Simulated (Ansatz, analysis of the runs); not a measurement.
# Transmission past a defect: (4,0) C nanotube, Mn in place of one C, part 4 of 4

What does the defect do to the conductance?

Ansatz 0.2.0; DFT PBE, plane waves, PAW; relaxation of a wire's period (the session's first sound run).

So far, conductance of the lead as this run defines it (G₀): step 3 (the perfect wire) 3.00.

## Step 5: The open system

This step: DFT PBE, plane waves, PAW; transmission of a junction in a wire (Ansatz 0.2.0).

The cell is now read as a scatterer between two semi-infinite leads, named by two sites one period apart. The scattering states in its self-consistent potential are matched to the leads' states at each energy. One point across is taken, as for a wire in vacuum.

input.yaml

```yaml
crystal:
  lattice:
    - [9.932, 0.0, 0.0]
    - [0.0, 9.932, 0.0]
    - [0.0, 0.0, 29.5143867561]
  atoms:
    - { symbol: C, position: [0.3301927668, 0.499977252, 0.000295283] }
    - { symbol: C, position: [0.4999772518, 0.669761737, 0.000295283] }
    - { symbol: C, position: [0.4999772518, 0.330192767, 0.000295283] }
    - { symbol: C, position: [0.6697617367, 0.499977252, 0.000295283] }
    - { symbol: C, position: [0.3301927668, 0.499977252, 0.047323765] }
    - { symbol: C, position: [0.4999772518, 0.669761737, 0.047323765] }
    - { symbol: C, position: [0.4999772518, 0.330192767, 0.047323765] }
    - { symbol: C, position: [0.6697617367, 0.499977252, 0.047323765] }
    - { symbol: C, position: [0.3799061132, 0.62004839, 0.071729675] }
    - { symbol: C, position: [0.3799061132, 0.379906113, 0.071729675] }
    - { symbol: C, position: [0.6200483902, 0.62004839, 0.071729675] }
    - { symbol: C, position: [0.6200483902, 0.379906113, 0.071729675] }
    - { symbol: C, position: [0.3799061132, 0.62004839, 0.118746516] }
    - { symbol: C, position: [0.3799061132, 0.379906113, 0.118746516] }
    - { symbol: C, position: [0.6200483902, 0.62004839, 0.118746516] }
    - { symbol: C, position: [0.6200483902, 0.379906113, 0.118746516] }
    - { symbol: C, position: [0.3301927668, 0.499977252, 0.143152426] }
    - { symbol: C, position: [0.4999772518, 0.669761737, 0.143152426] }
    - { symbol: C, position: [0.4999772518, 0.330192767, 0.143152426] }
    - { symbol: C, position: [0.6697617367, 0.499977252, 0.143152426] }
    - { symbol: C, position: [0.3301927668, 0.499977252, 0.190180908] }
    - { symbol: C, position: [0.4999772518, 0.669761737, 0.190180908] }
    - { symbol: C, position: [0.4999772518, 0.330192767, 0.190180908] }
    - { symbol: C, position: [0.6697617367, 0.499977252, 0.190180908] }
    - { symbol: C, position: [0.3799061132, 0.62004839, 0.214586817] }
    - { symbol: C, position: [0.3799061132, 0.379906113, 0.214586817] }
    - { symbol: C, position: [0.6200483902, 0.62004839, 0.214586817] }
    - { symbol: C, position: [0.6200483902, 0.379906113, 0.214586817] }
    - { symbol: C, position: [0.3799061132, 0.62004839, 0.261603659] }
    - { symbol: C, position: [0.3799061132, 0.379906113, 0.261603659] }
[... 76 atom lines left out ...]
    - { symbol: C, position: [0.6200483902, 0.62004839, 0.928872532] }
    - { symbol: C, position: [0.6200483902, 0.379906113, 0.928872532] }
    - { symbol: C, position: [0.3799061132, 0.62004839, 0.975889373] }
    - { symbol: C, position: [0.3799061132, 0.379906113, 0.975889373] }
    - { symbol: C, position: [0.6200483902, 0.62004839, 0.975889373] }
    - { symbol: C, position: [0.6200483902, 0.379906113, 0.975889373] }
magnetization:
  spin_polarized: true
kpoints:
  mp_grid: { grid: [1, 1, 3] }
scf:
  occupations: { method: fermi_dirac, width: 0.05 }
hamiltonian:
  xc: pbe
output:
  transmission:
    e_range: [-1.5, 1.5]
    de: 0.035
    kmesh: [1, 1]
    reduced_basis: true
    leads: [[96, 0]]
  dos: { projected: true, e_range: [-4, 3] }
  write_potential: true
  write_density: true
  volumetric_format: npy
  elf: true
```

Launch:

```console
$ ansatz run input.yaml --threads 16 --pin off --max-ram 61440MiB --backend cuda --events-out ev --progress --plain --runs-dir out --max-vram 78GiB
```

Numbers of over 12 decimals in the logs are rounded to 6 here.

Log:

```text
[...]
GPU FFT provider: cuFFT
GPU libraries: cuBLAS 13.8.1, cuFFT 12.4.0, cuSOLVER 12.3.2
[...]
Crystal: 112 atoms, lattice volume = 2911.436 Å³
Basis set: ecut = 420 eV, 56911 PW (Γ)
Bands: 343, of which v1, the nominal top of the filled ones, is band 230 counted from 1 (229 counted from 0)
Symmetry: 2 space group operations
[...]
k-points: 2 of 3 (time reversal used)
[...]
Starting moments: Σ|m| = 2 μB on 2 of 112 sites
[...]
GPU buffer pool allocated for 1036800 grid points (all kernels)
[...]
SCF iter   1: F=—  HF=-31726.162781 eV  |F-HF|=—  |Δ(HF+E_count)|=         —  Δρ=4.01e-2 (↑4.01e-2 ↓3.83e-2)  dr2=2.04e2  dr2_m=3.21e-1  M=1.163 μB ∫|m|=2.149 μB  β_m=0.30  ethr=3.10e-3  ⟨swp⟩=6.5  Hψ=6671  notcnv=0  defer=246
[...]
SCF iter  16: F=-31668.164716 eV  HF=-31668.164716 eV  |F-HF|=2.21e-9  |Δ(HF+E_count)|=   4.38e-8  Δρ=7.60e-7 (↑7.60e-7 ↓7.07e-7)  dr2=1.56e-8  dr2_m=1.16e-8  M=1.862 μB ∫|m|=4.201 μB  ethr=1.18e-11  ⟨swp⟩=4.0  Hψ=3741  notcnv=0
SCF 1 converged in 16 iterations: F = -31668.164716 eV  dr2 = 1.56e-8
[...]
transmission: 8 of 76 steps passed
transmission: 16 of 76 steps passed
[...]
transmission: 76 of 76 steps passed
WARN: The output density's exchange-correlation potential varies sharply where the density is thin. Do not read a vacuum level from v_tot or v_xc, or from such a field of the output density. On a cell that repeats whose density bears no net charge and no dipole along the vacuum's axis use v_es (v_loc + v_h of the components); under efield.dipole_correction with no amplitude use v_es + v_field, which holds any externa [...]
SCF converged after 16 iterations
Magnetization: 1.8625 μB (230.4312 up, 228.5688 down)
Absolute magnetization: 4.2016 μB (∫|ρ↑−ρ↓|, with the PAW one-centre terms)
[...]
Per-site moments (μB) at R_I (Å): [(-0.000401335, 0.572557), (-0.00889437, 0.572557), (-0.0002845, 0.572557), (-0.000401335, 0.572557), (-0.000753926, 0.572557), (0.00686606, 0.572557), (-0.0011869, 0.572557), (-0.000753926, 0.572557), (-0.00231859, 0.572415), (0.00225416, 0.572415), (-0.00231859, 0.572415), (0.00225416, 0.572415), (0.000193022, 0.572415), (-0.00300728, 0.572415), (0.000193022, 0.572415), (-0.0030072 [...]
Free energy (F): -31668.164716 eV
[...]
Internal energy: -31668.054098 eV  (E = F + TS)
E sigma→0 (E₀):  -31668.109407 eV
Entropy (-TS):   -0.110618 eV (-0.988 meV/atom)
Fermi energy:    -1.478932 eV
[...]
--- Band table (eV) ---
  k-point 0 ↑: bands = [... 226 lower, -1.8262, -1.8164, -1.8038, -1.7893, -1.6938, -1.1813, -1.0073, -0.9957, ... 109 higher]
  k-point 1 ↑: bands = [... 226 lower, -1.8144, -1.8032, -1.6103, -1.5077, -1.4917, -1.2816, -1.1717, -1.1640, ... 109 higher]
  k-point 0 ↓: bands = [... 226 lower, -1.8035, -1.8020, -1.7527, -1.2328, -1.0466, -0.9612, -0.9013, -0.7300, ... 109 higher]
  k-point 1 ↓: bands = [... 226 lower, -1.6433, -1.5679, -1.4803, -1.2951, -1.2240, -1.1370, -0.8649, -0.6583, ... 109 higher]
--- Transmission ---
  basis      : 869 plane waves across, 38 finite elements along
  points     : 1, standing for a mesh of 1 x 1
  on the GPU : 1 up, 1 down of these points
[...]
crystal 0  : C16, at the sites [96, 0], period 4.2163 Å, over 17.92 Å; its Hamiltonian steps by up to 54.0 meV: too much for a lead, lay more layers or, if its atoms are ordered, name the step of that order
[...]
filled         : 10.6 meV under the level at which it is neutral
    channels       : 3.000000e0 up, 3.000000e0 down
[...]
junction   : crystal 0 to crystal 0, -0.35 to 24.95 Å
    transmission   : 2.229384e0 up, 1.996531e0 down
    conductance    : 1.6636e14 S/m² at 300 K (1.6640e14 on every other energy)
    error estimate : 0.0 % from the energy spacing and 0.0 % from band edges of the leads and from resonances (wavevectors taken as independent; lower de), 3.8 % from the steps of its leads' Hamiltonians or their offsets (lay more layers), 0.4 % from the distance to neutral
    resistance     : 1.7235e-3 Ω µm² beyond half of each lead's own
```

The job ended after 2.3 min (1 × NVIDIA GB200 with 16 threads of Arm Neoverse V2, shared host; peak memory 13 GiB).

This step gave:

| Quantity | Value |
| --- | --- |
| energy at zero smearing | -31668.1094 eV |
| total moment | 1.862 μB |
| absolute moment | 4.202 μB |
| transmission at the Fermi level, spin up | 2.229 |
| transmission at the Fermi level, spin down | 1.997 |
| channels at the energy nearest the Fermi level, spin up | 3 |
| channels at the energy nearest the Fermi level, spin down | 3 |
| potential step in the lower lead | 54 meV |
| conductance of the junction | 2.118 G₀ |

The transmission by energy, zero at the Fermi level:

| energy (eV) | spin up | spin down |
| --- | --- | --- |
| -1.50 | 1.24 | 1.81 |
| -1.43 | 1.44 | 1.80 |
| -1.32 | 1.84 | 1.74 |
| -1.25 | 1.96 | 1.59 |
| -1.19 | 1.90 | 1.84 |
| -1.11 | 2.38 | 1.92 |
| -1.08 | 2.48 | 1.89 |
| -1.01 | 1.75 | 1.01 |
| -0.94 | 2.63 | 1.98 |
| -0.87 | 2.71 | 2.11 |
| -0.77 | 2.55 | 2.52 |
| -0.69 | 2.73 | 2.72 |
| -0.66 | 3.12 | 3.02 |
| -0.62 | 3.1 | 3.04 |
| -0.56 | 2.92 | 2.99 |
| -0.52 | 2.85 | 2.93 |
| -0.45 | 2.72 | 2.75 |
| -0.38 | 2.54 | 2.55 |
| -0.31 | 2.40 | 2.16 |
| -0.28 | 2.51 | 2.18 |
| -0.20 | 2.46 | 2.13 |
| -0.14 | 2.39 | 2.07 |
| -0.07 | 2.31 | 2.03 |
| 0.01 | 2.23 | 2.00 |
| 0.04 | 2.19 | 1.98 |
| 0.11 | 2.10 | 1.96 |
| 0.18 | 2.02 | 1.95 |
| 0.28 | 1.90 | 1.93 |
| 0.35 | 1.81 | 1.93 |
| 0.42 | 1.68 | 1.92 |
| 0.49 | 1.50 | 1.91 |
| 0.60 | 1.07 | 1.72 |
| 0.67 | 0.642 | 0.360 |
| 0.74 | 0.245 | 1.6e-5 |
| 0.84 | 0.828 | 0.360 |
| 0.92 | 0.701 | 0.575 |
| 0.98 | 1.16 | 1.80 |
| 1.09 | 1.54 | 1.98 |
| 1.16 | 1.69 | 2.02 |
| 1.23 | 1.79 | 2.04 |
| 1.30 | 1.86 | 2.03 |
| 1.41 | 1.93 | 1.92 |
| 1.48 | 1.96 | 1.78 |

The open channels of the lead by energy, zero at the Fermi level:

| energy (eV) | spin up | spin down |
| --- | --- | --- |
| -1.50 | 2 | 2 |
| -1.40 | 2 | 2 |
| -1.29 | 2 | 2 |
| -1.19 | 2 | 2 |
| -1.08 | 3 | 3 |
| -0.97 | 3 | 3 |
| -0.87 | 3 | 3 |
| -0.77 | 3 | 3 |
| -0.69 | 5 | 5 |
| -0.59 | 3 | 3 |
| -0.48 | 5 | 5 |
| -0.38 | 5 | 5 |
| -0.28 | 3 | 3 |
| -0.17 | 3 | 3 |
| -0.07 | 3 | 3 |
| 0.01 | 3 | 3 |
| 0.04 | 3 | 3 |
| 0.14 | 3 | 3 |
| 0.25 | 3 | 3 |
| 0.35 | 3 | 3 |
| 0.46 | 3 | 3 |
| 0.56 | 3 | 3 |
| 0.67 | 1 | 1 |
| 0.74 | 1 | 1 |
| 0.84 | 1 | 1 |
| 0.95 | 3 | 3 |
| 1.05 | 3 | 3 |
| 1.16 | 3 | 3 |
| 1.26 | 3 | 3 |
| 1.37 | 3 | 3 |
| 1.48 | 3 | 3 |

Site moment by element, in μB:

| element | atoms | mean | spread (r.m.s.) | least | largest |
| --- | --- | --- | --- | --- | --- |
| C | 111 | 0.00 | 0.02 | -0.13 | 0.02 |
| Mn | 1 | 1.85 | 0.00 | 1.85 | 1.85 |

The atoms farthest from the mean of their element:

| atom | x, y, z (Å) | site moment (μB) |
| --- | --- | --- |
| C54 | 4.97, 6.81, 14.16 | -0.13 |
| C47 | 6.30, 6.22, 11.90 | -0.05 |
| C45 | 3.63, 6.22, 11.90 | -0.05 |
| C53 | 3.35, 5.03, 14.06 | -0.02 |
| C56 | 6.58, 5.03, 14.06 | -0.02 |
| C59 | 6.16, 6.22, 14.81 | 0.02 |
| C57 | 3.77, 6.22, 14.81 | 0.02 |
| C43 | 6.18, 6.16, 10.53 | 0.02 |

By hand: the program gives 1.6636 × 10^14 S/m² over the cell's cross-section of 98.64 Å² = 9.864 × 10^-19 m², so one cell conducts 1.641 × 10^-4 S. Divided by G0 = 2e²/h = 7.748 × 10^-5 S this is 2.12 G0, a resistance of 6.09 kΩ.

The conductance is 2.12 G₀, with 3 spin-up and 3 spin-down channels open in the lead. The lead's Hamiltonian steps by 54.0 meV, which the program calls too much for a lead.

## Step 6: Conductance and thermopower from T(E)

This step: Landauer integrals over the computed T(E), interpolated linearly between its energies (analysis of the runs above).

Conductance and thermopower are moments of T(E) over the thermal window; sliding the window along E stands for a gate that leaves T(E) rigid.

This step gave:

| Quantity | Value |
| --- | --- |
| conductance at 300 K, interpolated from T(E) | 2.118 G₀ |
| thermopower at 300 K | 2.804 μV/K |
| Lorenz number over L0 | 1.000 |
| spin polarisation of the transmission | 5.574 % |

T(E) held rigid; rough near sharp steps of T(E). The conductance at 300 K by shift of the leads' level:

| shift of the leads' level (eV) | conductance at 300 K (G₀) |
| --- | --- |
| -1.150 | 1.98 |
| -1.100 | 2.07 |
| -1.050 | 1.99 |
| -0.950 | 2.18 |
| -0.900 | 2.32 |
| -0.850 | 2.33 |
| -0.800 | 2.31 |
| -0.700 | 2.68 |
| -0.650 | 2.78 |
| -0.600 | 2.58 |
| -0.550 | 2.67 |
| -0.450 | 2.68 |
| -0.400 | 2.4 |
| -0.350 | 2.01 |
| -0.300 | 2.10 |
| -0.200 | 2.28 |
| -0.150 | 2.25 |
| -0.100 | 2.20 |
| -0.050 | 2.16 |
| 0.050 | 2.08 |
| 0.100 | 2.04 |
| 0.150 | 2.01 |
| 0.200 | 1.97 |
| 0.300 | 1.91 |
| 0.350 | 1.87 |
| 0.400 | 1.82 |
| 0.450 | 1.76 |
| 0.550 | 1.53 |
| 0.600 | 1.26 |
| 0.650 | 0.834 |
| 0.700 | 0.444 |
| 0.800 | 0.424 |
| 0.850 | 0.586 |
| 0.900 | 0.767 |
| 0.950 | 1.12 |
| 1.050 | 1.65 |
| 1.100 | 1.76 |
| 1.150 | 1.83 |

T(E) held rigid; rough near sharp steps of T(E). The thermopower at 300 K by shift of the leads' level:

shift of the leads' level (eV), thermopower at 300 K (μV/K) and a bar from the least value:
```
   -1.150      -10.0 #########
   -1.050        6.4 #############
   -0.950      -12.7 ########
   -0.800       -4.1 ##########
   -0.700       -9.7 #########
   -0.600        5.1 ############
   -0.500        0.5 ###########
   -0.400       21.2 ################
   -0.250       -4.7 ##########
   -0.150        2.5 ############
   -0.050        2.9 ############
    0.050        2.7 ############
    0.150        2.5 ############
    0.250        2.5 ############
    0.400        4.4 ############
    0.500       10.2 #############
    0.600       39.9 ####################
    0.700       87.5 ##############################
    0.800      -52.1 
    0.950      -47.0 #
    1.050      -13.4 ########
    1.150       -5.0 ##########
```

The two levels move by half the bias each and T(E) is held rigid. Table of current from the zero-bias T(E) by bias:

| bias (V) | current from the zero-bias T(E) (μA) |
| --- | --- |
| 0.000 | 0 |
| 0.100 | 16.4 |
| 0.200 | 32.8 |
| 0.300 | 49.3 |
| 0.400 | 65.8 |
| 0.500 | 82.2 |
| 0.600 | 98.2 |
| 0.700 | 113 |
| 0.800 | 129 |
| 0.900 | 146 |
| 1.000 | 163 |
| 1.100 | 180 |
| 1.200 | 195 |
| 1.300 | 210 |
| 1.400 | 223 |
| 1.500 | 234 |
| 1.600 | 245 |
| 1.700 | 256 |
| 1.800 | 267 |
| 1.900 | 280 |
| 2.000 | 293 |

By hand, Mott's formula: S = −(π²k²T/3e) d ln T/dE, and π²k²T/3e = 7.33 μV/K × eV at 300 K. The computed T is 4.34 at -0.065 eV and 4.12 at +0.075 eV (both spins added), so d ln T/dE ≈ -0.382 per eV and S ≈ 2.80 μV/K, against 2.80 from the integrals.

The thermopower is 2.80 μV/K. The Lorenz ratio is 1.00, where the Wiedemann-Franz law gives 1. Moving the level by up to 0.1 eV either way gives 2.6 to 2.9 μV/K.

## Step 7: Outcome

```
conductance of the perfect wire   : 3.00 G₀
conductance, Mn in place of one C : 2.12 G₀
thermopower, Mn in place of one C : 2.80 μV/K
```

In words: Summed over the computed window, 64 % of the lead's open channels pass the defect; the conductance at 300 K is 2.12 G₀. With Mn in place of one C, 71 % of the conductance of that run's own lead (3.00 G₀) is left. Transport is coherent and elastic here: the atoms are frozen, so scattering by vibrations plays no part. No search over magnetic orders was made; another may lie lower. In 1 run the program finds the step of the lead's Hamiltonian too large, so longer leads may change the transmission.

[Logs are printed without paths, hosts, clocks, repeated set-up lines and the standing remarks that a program may print on its own settings, such as how far it seeks lower states.]

[Hosts, paths, dates, database ids (printed as entryN), source tags and the programs' standing remarks are cut or masked in the printed files.]
